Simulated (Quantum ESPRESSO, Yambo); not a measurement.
# AlN (F-43m): G0W0 on several meshes in Yambo, part 2 of 2

Aim: the GW shift of AlN (F-43m) against the k mesh.

Quantum ESPRESSO 7.5 and Yambo 5.3.0; PBE and many-body steps on it, plane waves. Known limits of the many-body steps: not at the basis limit.

So far. Step 4 (8×8×8): The gap on the mesh goes from 3.32 eV to 4.54 eV, a correction of +1.21 eV. Step 5 (Empty states on the mesh, 6×6×6 mesh, 104 bands): On this mesh the gap is 3.325 eV.

**6. Conversion and set-up**

This step: Yambo 5.3.0; conversion and set-up on PBE, plane waves, norm-conserving pseudopotentials.

On the command line:

```bash
$ (cd o/x.save; p2y > p2y.log; mv SAVE ../..); yambo > setup.log
```

The log of the run:

```text
 Yambo, version 5.3.0

 [02] CORE Variables Setup
 =========================

  [02.01] Unit cells
  ==================

  Cell kind             :  FCC
  Atoms in the cell     :  Al  N
  number of Al atoms    :  1
  number of N  atoms    :  1

  List of atomic masses
  Mass of Al    :  26.98200
  Mass of N     :  14.00700

  List of atomic coordinates    : [cc]
  Al1       :  0.000000  0.000000  0.000000  order 1
  N1       :  6.190725  6.190725  6.190725  order 2

  Alat factors          :  4.127150  4.127150  4.127150 [a.u.]
  Direct lattice volume :  140.5985 [a.u.]
[...]
Q [ 1]         [rlu]:  0.000000  0.000000  0.000000
 Q [ 2]         [rlu]:  0.37242E-17  0.37242E-17  0.16667
 Q [ 3]         [rlu]:  0.74483E-17  0.74483E-17  0.33333
[...]
Q [ 8]         [rlu]:  0.10596E-16  0.16667     -0.33333
 Q [ 9]         [rlu]: -0.74483E-17  0.16667     -0.16667
 Q [10]         [rlu]:  0.22848E-17  0.33333      0.33333
     [... 4 further rows ...]
 Q [15]         [rlu]:  0.166667  0.333333 -0.333333
 Q [16]         [rlu]:  0.166667 -0.500000 -0.333333

  [03.01] X indexes
  =================

   [03.01.01] Sigma indexes
   ========================

 [06] Game Over & Game summary
```

The job ended after 2.2 s (1 MPI rank of Arm Neoverse V1, shared host; peak memory 0.23 GiB).

**7. 6×6×6**

This step: G0W0 on PBE, plane waves, norm-conserving pseudopotentials.

Contents of gw11.in:

```
HF_and_locXC
gw0
dyson
ppa
em1d
rim_cut
RandQpts= 1000000
RandGvec= 1 RL
EXXRLvcs= 72 Ry
VXCRLvcs= 288 Ry
Chimod= "HARTREE"
% BndsRnXp
 1 | 104 |
%
NGsBlkXp= 17 Ry
% LongDrXp
 1 | 1 | 1 |
%
% GbndRnge
 1 | 104 |
%
DysSolver= "n"
ExtendOut
PPAPntXp= 27.21138 eV
% QPkrange
 1 | 1 | 3 | 6 |
 13 | 13 | 3 | 6 |
%
```

On the command line:

```bash
$ OMP_NUM_THREADS=1 mpirun -n 8 yambo -F gw11.in -J gw11 -C gw11 > gw11.log
```

The log of the run:

```text
 Yambo, version 5.3.0

 [02] CORE Variables Setup
 =========================

  [... cell, symmetries and grids as in the set-up ...]

  [02.05] Energies & Occupations
  ==============================

  [X] === General ===
  [X] Electronic Temperature                        :  0.000000  0.000000 [eV K]
  [X] Bosonic    Temperature                        :  0.000000  0.000000 [eV K]
  [X] Finite Temperature mode                       : no
  [X] El. density                                   :  0.38398E+24 [cm-3]
  [X] Fermi Level                                   :  6.956541 [eV]

  [X] === Gaps and Widths ===
  [X] Conduction Band Min                           :  3.324859 [eV]
  [X] Valence Band Max                              :  0.000000 [eV]
  [X] Filled Bands                                  :   4
  [X] Empty Bands                                   :    5  104
  [X] Direct Gap                                    :  4.192097 [eV]
  [X] Direct Gap localized at k                     :  1
  [X] Indirect Gap                                  :  3.324859 [eV]
  [X] Indirect Gap between kpts                     :   1  13
  [X] Last valence band width                       :  2.503466 [eV]
  [X] 1st conduction band width                     :  4.659018 [eV]

 [03] Transferred momenta grid and indexing
 ==========================================

 IBZ Q-points                                      :  16
 BZ  Q-points                                      :  216

 K/Q-points units:
 rlu = crystal or reduced units; cc = cartesian coordinates; iku = interal k-units

 Q [ 1]         [rlu]:  0.000000  0.000000  0.000000
 Q [ 2]         [rlu]:  0.37242E-17  0.37242E-17  0.16667
 Q [ 3]         [rlu]:  0.74483E-17  0.74483E-17  0.33333
[...]
NLCC RL compoments                               :  11575
  PP Number of Atomic Species                      :  2
  NLCC RL compoments                               :  11575

 [xc] E_xc :  -3.456492 [Ha]
      E_xc :  -6.912984 [Ry]

  Local XC kind (lXC) : Perdew, Burke & Ernzerhof(X)+Perdew, Burke & Ernzerhof(C)
  Non-Local XC kind (nlXC) : Hartree-Fock

  Corrections @ K [1] :  [eV]
 <3|nlXC|3> = -20.91666 -0.15413E-16 <3|lXC|3> = -16.95948 -0.37763E-15
 <4|nlXC|4> = -20.91666  0.17847E-16 <4|lXC|4> = -16.95948  0.94409E-16
 <5|nlXC|5> = -8.110821  0.16344E-17 <5|lXC|5> = -12.53146 -0.18882E-15
[...]
Corrections @ K [13] :  [eV]
[...]
<5|nlXC|5> = -5.063808  0.12925E-17 <5|lXC|5> = -9.205519 -0.47204E-16
 <6|nlXC|6> = -4.411374 -0.56609E-18 <6|lXC|6> = -9.460530  0.35404E-16

 [08] Dyson equation: Newton solver
 ==================================

  [08.01] G0W0 (W PPA)
  ====================

  [  GW  ] Bands range     :    1  104
  [GW/PPA] G damping       :  0.100000 [eV]

  QP @ state[ 1 ] K range:  1  1
  QP @ state[ 1 ] b range:   3   6
  QP @ state[ 2 ] K range:  13  13
  QP @ state[ 2 ] b range:   3   6

   Sc/G bands                                       :    1  104
   Sc/G damping                                     :  0.100000 ev
   Sc bands terminator                              : no
   Sx RL components                                 :  1471

   QP @ state[ 1 ] K range                          :  1  1
   QP @ state[ 1 ] b range                          :   3   6
   QP @ state[ 2 ] K range                          :  13  13
   QP @ state[ 2 ] b range                          :   3   6
   GF energies kind                                 : Perdew, Burke & Ernzerhof(X)+Perdew, Burke & Ernzerhof(C)
   GF WF`s kind                                     : Perdew, Burke & Ernzerhof(X)+Perdew, Burke & Ernzerhof(C)
   Xs energies kind                                 : Perdew, Burke & Ernzerhof(X)+Perdew, Burke & Ernzerhof(C)
   Xs WF`s kind                                     : Perdew, Burke & Ernzerhof(X)+Perdew, Burke & Ernzerhof(C)

 [11] Game Over & Game summary
```

The job ended after 65 s (8 MPI ranks; peak memory 2.6 GiB).

This step gave:

* G0W0 gap on the points computed: 4.537 eV
* starting gap on the mesh: 3.325 eV
* k of the valence top: 0, 0, 0
* k of the conduction bottom: 0, -0.5, -0.5
* least direct G0W0 gap on the computed points: 5.596 eV
* Z at the valence top: 0.7900
* Z at the conduction bottom: 0.8390

Against G0W0 in Yambo (8×8×8 mesh, 104 bands, screening to 231.3 eV, Godby-Needs plasmon pole), the gap moves by −0.001 eV.

**8. The runs together**

Times are wall times on 8 MPI ranks of Arm Neoverse V1, shared host, good to a factor of about two.

```
  run   mesh  bands  screening cutoff (eV)  DFT gap (eV)  gap on the mesh (eV)  direct (eV)     time
8×8×8  8×8×8    104                  231.3         3.325                 4.538        5.592  3.7 min
6×6×6  6×6×6    104                  231.3         3.325                 4.537        5.596     65 s
```

**9. Summary of results**

* 8×8×8: 4.538 eV
* 6×6×6: 4.537 eV
* known limits: not at the basis limit

What this shows: 6×6×6: no change against 8×8×8. Bands and cutoff are finite, so the gap is not at the basis limit. The miss can reach some tenths of an eV and take either sign; the mesh is an error of its own. In the G0W0 runs levels were corrected at 2 k points alone, so a gap called «on the mesh» is the least over those, and an edge elsewhere would be missed.

[Paths, hosts, dates, memory and timing lines, banners, echoed tables and standing remarks are left out of the program output.]

[Logs are printed without paths, hosts, clocks, repeated set-up lines and the standing remarks that a program may print on its own settings, such as how far it seeks lower states.]

[Runs of the session that timed out or met a known fault of the program may be left out.]

[Hosts, paths, dates, database ids (printed as entryN), source tags and the programs' standing remarks are cut or masked in the printed files.]
